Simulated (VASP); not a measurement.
# CaSe (Fm-3m) in VASP: further runs, part 2 of 2

VASP 6.6.1. Earlier steps stand in the parts before.

### 4 Band structure, r2SCAN

INCAR reads:

```
PREC = Accurate
ENCUT = 520
EDIFF = 1E-7
ISMEAR = 0
SIGMA = 0.02
LREAL = False
LASPH = True
NELM = 80
ALGO = Normal
ISIF = 2
LWAVE = False
LCHARG = False
METAGGA = R2SCAN
LMIXTAU = True
```

KPOINTS reads:

```
regular mesh
0
Gamma
  8 8 8
```

POSCAR reads:

```
CaSe
1.0
    0.0000000000      2.9560000000      2.9560000000
    2.9560000000      0.0000000000      2.9560000000
    2.9560000000      2.9560000000      0.0000000000
Se Ca
1 1
Direct
    0.5000000000      0.5000000000      0.5000000000
    0.0000000000      0.0000000000      0.0000000000
```

KPOINTS_OPT reads:

```
path GXWKGLUWLK,UX
15
line-mode
reciprocal
 0.0000000000  0.0000000000  0.0000000000  G
 0.5000000000  0.0000000000  0.5000000000  X

 0.5000000000  0.0000000000  0.5000000000  X
 0.5000000000  0.2500000000  0.7500000000  W

 0.5000000000  0.2500000000  0.7500000000  W
 0.3750000000  0.3750000000  0.7500000000  K

 0.3750000000  0.3750000000  0.7500000000  K
 0.0000000000  0.0000000000  0.0000000000  G

 0.0000000000  0.0000000000  0.0000000000  G
 0.5000000000  0.5000000000  0.5000000000  L

 0.5000000000  0.5000000000  0.5000000000  L
 0.6250000000  0.2500000000  0.6250000000  U

 0.6250000000  0.2500000000  0.6250000000  U
 0.5000000000  0.2500000000  0.7500000000  W

 0.5000000000  0.2500000000  0.7500000000  W
 0.5000000000  0.5000000000  0.5000000000  L

 0.5000000000  0.5000000000  0.5000000000  L
 0.3750000000  0.3750000000  0.7500000000  K

 0.6250000000  0.2500000000  0.6250000000  U
 0.5000000000  0.0000000000  0.5000000000  X
```

Potentials or basis: VASP PAW PBE potentials, release 64 (Se, Ca_sv).

Command:

```bash
$ cat potpaw_PBE.64/Se/POTCAR potpaw_PBE.64/Ca_sv/POTCAR > POTCAR
$ mpirun -np 1 vasp_std > vasp.out
```

OUTCAR:

```text
PREC = Accurate
   ENCUT = 520
   EDIFF = 1E-7
   ISMEAR = 0
   LREAL = False
   LASPH = True
   NELM = 80
   ISIF = 2
   METAGGA = R2SCAN

 ion  position               nearest neighbor table
   1  0.500  0.500  0.500-   2 2.96   2 2.96   2 2.96   2 2.96   2 2.96   2 2.96
   2  0.000  0.000  0.000-   1 2.96   1 2.96   1 2.96   1 2.96   1 2.96   1 2.96

  LATTYP: Found a face centered cubic cell.
 ALAT       =     5.9120000000

  Lattice vectors:

[... 547 lines left out ...]

------------------------ aborting loop because EDIFF is reached ----------------------------------------

  FORCE on cell =-STRESS in cart. coord.  units (eV):
  Direction    XX          YY          ZZ          XY          YZ          ZX
  --------------------------------------------------------------------------------------
  -------------------------------------------------------------------------------------
  Total        0.2775211      0.2775211      0.2775211      0.0000000      0.0000000      0.0000000
  in kB        8.6072289      8.6072289      8.6072289      0.0000000      0.0000000      0.0000000
  external PRESSURE =       8.6072289 kB  Pullay stress =       0.0000000 kB

 VOLUME and BASIS-vectors are now :
 -----------------------------------------------------------------------------
  energy-cutoff  :      520.00
  volume of cell :       51.66
      direct lattice vectors                 reciprocal lattice vectors
     0.000000000  2.956000000  2.956000000    -0.169147497  0.169147497  0.169147497
     2.956000000  0.000000000  2.956000000     0.169147497 -0.169147497  0.169147497
     2.956000000  2.956000000  0.000000000     0.169147497  0.169147497 -0.169147497

 POSITION                                       TOTAL-FORCE (eV/Angst)
 -----------------------------------------------------------------------------------
      2.95600      2.95600      2.95600         0.000000      0.000000     -0.000000
      0.00000      0.00000      0.00000        -0.000000     -0.000000      0.000000
 -----------------------------------------------------------------------------------
    total drift:                                0.000000     -0.000000     -0.000000

  FREE ENERGIE OF THE ION-ELECTRON SYSTEM (eV)
  ---------------------------------------------------
  free  energy   TOTEN  =       -25.9769123784 eV

  energy  without entropy=      -25.9769123784  energy(sigma->0) =      -25.97691238
```

OSZICAR:

```text
N       E                     dE             d eps       ncg     rms          rms(c)
DAV:   1     0.922485976617E+02    0.92249E+02   -0.78356E+03   696   0.126E+03
DAV:   2    -0.232334750281E+02   -0.11548E+03   -0.11188E+03   780   0.290E+02
DAV:   3    -0.285512562294E+02   -0.53178E+01   -0.52702E+01   944   0.592E+01
DAV:   4    -0.289359196898E+02   -0.38466E+00   -0.38360E+00  1192   0.126E+01
DAV:   5    -0.289384299171E+02   -0.25102E-02   -0.25092E-02   892   0.116E+00    0.403E+00
DAV:   6    -0.256761916038E+02    0.32622E+01   -0.23746E+00   896   0.153E+01    0.311E+00
DAV:   7    -0.263494952205E+02   -0.67330E+00   -0.90189E-01   800   0.111E+01    0.818E-01
DAV:   8    -0.260379119597E+02    0.31158E+00   -0.49799E-01   860   0.777E+00    0.473E-01
DAV:   9    -0.259743496078E+02    0.63562E-01   -0.33209E-01   800   0.656E+00    0.335E-01
DAV:  10    -0.259397118040E+02    0.34638E-01   -0.58176E-02   780   0.276E+00    0.882E-02
[... 51 further cycles ...]
DAV:   8    -0.609129049803E+04   -0.34325E-06      820
DAV:   9    -0.609129049804E+04   -0.15551E-07      644
       N       E                     dE             ncg
DAV:   1     0.121482390040E+05   -0.32999E+04      120
DAV:   2     0.116218443655E+05   -0.52639E+03      132
DAV:   3     0.116008060225E+05   -0.21038E+02      152
DAV:   4     0.115998854191E+05   -0.92060E+00      208
DAV:   5     0.115998735061E+05   -0.11913E-01      144
DAV:   6     0.115998733863E+05   -0.11979E-03      176
DAV:   7     0.115998733851E+05   -0.11844E-05      168
DAV:   8     0.115998733851E+05   -0.45657E-08      120
```

stdout:

```text
POSCAR found type information on POSCAR SeCa
 POSCAR found :  2 types and       2 ions
 scaLAPACK will be used
 -----------------------------------------------------------------------------
|                                                                             |
|                                                                             |
|     You enforced a specific xc type in the INCAR file but a different       |
|     I HOPE YOU KNOW WHAT YOU ARE DOING!                                     |
|                                                                             |
 -----------------------------------------------------------------------------

 LDA part: xc-table for (None), standard interpolation
 POSCAR, INCAR and KPOINTS ok, starting setup
 FFT: planning ... GRIDC
 FFT: planning ... GRID_SOFT
 FFT: planning ... GRID
 WAVECAR not read
 entering main loop
 Start KPOINTS_OPT (optional k-point list driver)
k-point batch [1-29\150]
k-point batch [30-58\150]
k-point batch [59-87\150]
k-point batch [88-116\150]
k-point batch [117-145\150]
k-point batch [146-150\150]
```

Run time: 4.6 min. Hardware: 1 thread of AMD EPYC 7R13 (Zen 3), shared host; peak memory 0.16 GiB.

Results:

```yaml
Free_energy: -25.9769 eV
Pressure: 0.9 GPa
Band_gap_on_the_k_mesh: 2.49 eV, indirect (least direct gap 3.44 eV)
Band_gap_along_the_path: 2.49 eV, indirect (least direct gap 3.44 eV)
```

Levels at the corners of the path, in eV from the valence-band top:
| point | band 5 | band 6 | band 7 | band 8 | band 9 | band 10 | band 11 | band 12 |
| --- | --- | --- | --- | --- | --- | --- | --- | --- |
| Γ | -12.20 | 0.00 | 0.00 | 0.00 | 4.15 | 4.23 | 4.23 | 4.23 |
| X | -11.60 | -2.55 | -0.95 | -0.95 | 2.49 | 5.62 | 5.82 | 6.69 |
| X | -11.60 | -2.55 | -0.95 | -0.95 | 2.49 | 5.62 | 5.82 | 6.67 |
| W | -11.50 | -1.99 | -1.99 | -1.67 | 4.94 | 4.94 | 5.90 | 6.39 |
| W | -11.50 | -1.99 | -1.99 | -1.67 | 4.94 | 4.94 | 5.90 | 6.38 |
| K | -11.52 | -2.27 | -2.04 | -1.12 | 3.78 | 6.33 | 6.33 | 6.34 |
| K | -11.52 | -2.27 | -2.04 | -1.12 | 3.78 | 6.33 | 6.33 | 6.34 |
| Γ | -12.20 | 0.00 | 0.00 | 0.00 | 4.15 | 4.23 | 4.23 | 4.23 |
| Γ | -12.20 | 0.00 | 0.00 | 0.00 | 4.15 | 4.23 | 4.23 | 4.23 |
| L | -11.47 | -3.28 | -1.19 | -1.19 | 5.12 | 6.10 | 6.12 | 6.12 |
| L | -11.47 | -3.28 | -1.19 | -1.19 | 5.12 | 6.10 | 6.12 | 6.12 |
| U | -11.52 | -2.27 | -2.04 | -1.12 | 3.78 | 6.33 | 6.33 | 6.37 |
| U | -11.52 | -2.27 | -2.04 | -1.12 | 3.78 | 6.33 | 6.33 | 6.34 |
| W | -11.50 | -1.99 | -1.99 | -1.67 | 4.94 | 4.94 | 5.90 | 6.38 |
| W | -11.50 | -1.99 | -1.99 | -1.67 | 4.94 | 4.94 | 5.90 | 6.38 |
| L | -11.47 | -3.28 | -1.19 | -1.19 | 5.12 | 6.10 | 6.12 | 6.12 |
| L | -11.47 | -3.28 | -1.19 | -1.19 | 5.12 | 6.10 | 6.12 | 6.12 |
| K | -11.52 | -2.27 | -2.04 | -1.12 | 3.78 | 6.33 | 6.33 | 6.34 |
| U | -11.52 | -2.27 | -2.04 | -1.12 | 3.78 | 6.33 | 6.33 | 6.34 |
| X | -11.60 | -2.55 | -0.95 | -0.95 | 2.49 | 5.62 | 5.82 | 6.67 |

Caveat: the PAW data sets were made with another functional, which shifts forces and pressure a little.

### 5 Band structure, TB-mBJ

POSCAR is that of step 4.

INCAR.step1 reads:

```
PREC = Accurate
ENCUT = 520
EDIFF = 1E-5
ISMEAR = 0
SIGMA = 0.02
LREAL = False
LASPH = True
NELM = 80
ALGO = Normal
ISIF = 2
LWAVE = True
LCHARG = False
GGA = PE
```

INCAR.step2 reads:

```
PREC = Accurate
ENCUT = 520
EDIFF = 1E-7
ISMEAR = 0
SIGMA = 0.02
LREAL = False
LASPH = True
NELM = 80
ALGO = Normal
ISIF = 2
LWAVE = False
LCHARG = False
METAGGA = MBJ
ISTART = 1
```

KPOINTS is that of step 4.

KPOINTS_OPT is that of step 4.

Command:

```bash
$ cat potpaw_PBE.64/Se/POTCAR potpaw_PBE.64/Ca_sv/POTCAR > POTCAR
$ cp INCAR.step1 INCAR
$ mpirun -np 1 vasp_std > vasp.out
$ cp INCAR.step2 INCAR
$ mpirun -np 1 vasp_std > vasp.out
```

Wall time 2.5 min (1 thread of AMD EPYC 7R13 (Zen 3), shared host); peak memory 0.17 GiB.

It converged, with:

- Band gap on the k mesh: 2.86 eV, indirect (least direct gap 3.70 eV)
- Band gap along the path: 2.86 eV, indirect (least direct gap 3.70 eV)

Levels at the corners of the path, in eV from the valence-band top:
```csv
point,band 6,band 7,band 8,band 9,band 10,band 11
Γ,0.00,0.00,0.00,4.34,4.34,4.34
X,-2.24,-0.84,-0.84,2.86,5.18,6.10
X,-2.24,-0.84,-0.84,2.86,5.18,6.10
W,-1.73,-1.73,-1.50,5.03,5.03,5.68
W,-1.73,-1.73,-1.50,5.03,5.03,5.68
K,-1.98,-1.78,-1.02,4.02,5.99,6.09
K,-1.98,-1.78,-1.02,4.02,5.99,6.09
Γ,0.00,0.00,0.00,4.34,4.34,4.34
Γ,0.00,0.00,0.00,4.34,4.34,4.35
L,-2.89,-1.11,-1.11,5.59,6.00,6.00
L,-2.89,-1.11,-1.11,5.59,6.00,6.00
U,-1.98,-1.78,-1.02,4.02,5.99,6.09
U,-1.98,-1.78,-1.02,4.02,6.00,6.09
W,-1.73,-1.73,-1.50,5.03,5.03,5.68
W,-1.73,-1.73,-1.50,5.03,5.03,5.68
L,-2.89,-1.11,-1.11,5.59,6.00,6.00
L,-2.89,-1.11,-1.11,5.59,6.00,6.00
K,-1.98,-1.78,-1.02,4.02,5.99,6.09
U,-1.98,-1.78,-1.02,4.02,5.99,6.09
X,-2.24,-0.84,-0.84,2.86,5.18,6.10
```

Caveat: the PAW data sets were made with another functional, which shifts forces and pressure a little.

### 6 Summary

```tsv
level	potentials or basis	further INCAR settings	gap on the mesh (eV)
LDA	VASP PAW LDA potentials, release 64 (Se, Ca_sv)	ALGO = Fast; EDIFF = 1e-07	1.86
PBEsol	VASP PAW PBE potentials, release 64 (Se, Ca_sv)	ALGO = Fast; EDIFF = 1e-07	1.92
r2SCAN	VASP PAW PBE potentials, release 64 (Se, Ca_sv)	ALGO = Normal; EDIFF = 1e-07	2.49
TB-mBJ	VASP PAW PBE potentials, release 64 (Se, Ca_sv)	ALGO = Normal; EDIFF = 1e-07	2.86
```

Alike in all rows: task band structure; no spin polarisation; cell as given; k mesh 8 × 8 × 8; cutoff (eV) 520; smearing gaussian 0.02 eV.

Caveats: the PAW data sets were made with another functional, which shifts forces and pressure a little (some runs).

Total energies depend on the potentials used, so only differences within one code and one set of settings carry meaning.

### 7 Comparison with measurements

Step 2. Measured gap of CaSe: 3.85 eV (indirect; 2 K; a printed reference work, monograph, original work of 1988). This calculation gives 1.86 eV (-1.99 eV). So large a miss can be the level of theory's own, or it may mean another phase, state or a wrong row. Spin-orbit coupling on Se is left out. The value is that of LDA, without temperature or zero-point motion. Semilocal functionals fall short of measured gaps as a rule.

Step 3. Against the measured gap of CaSe, 3.85 eV (indirect; 2 K; a printed reference work, monograph, original work of 1988), the calculated 1.92 eV is off by -1.93 eV. So large a miss can be the level of theory's own, or it may mean another phase, state or a wrong row. Spin-orbit coupling on Se is left out. The value is that of PBEsol, without temperature or zero-point motion. Semilocal functionals fall short of measured gaps as a rule.

Step 4. Against the measured gap of CaSe, 3.85 eV (indirect; 2 K; a printed reference work, monograph, original work of 1988), the calculated 2.49 eV is off by -1.36 eV. Spin-orbit coupling on Se is left out. The value is that of r2SCAN, without temperature or zero-point motion.

Step 5. A measured gap of CaSe is 3.85 eV (indirect; 2 K; a printed reference work, monograph, original work of 1988); the calculated 2.86 eV misses it by -0.99 eV. Spin-orbit coupling on Se is left out. The value is that of TB-mBJ, without temperature or zero-point motion.
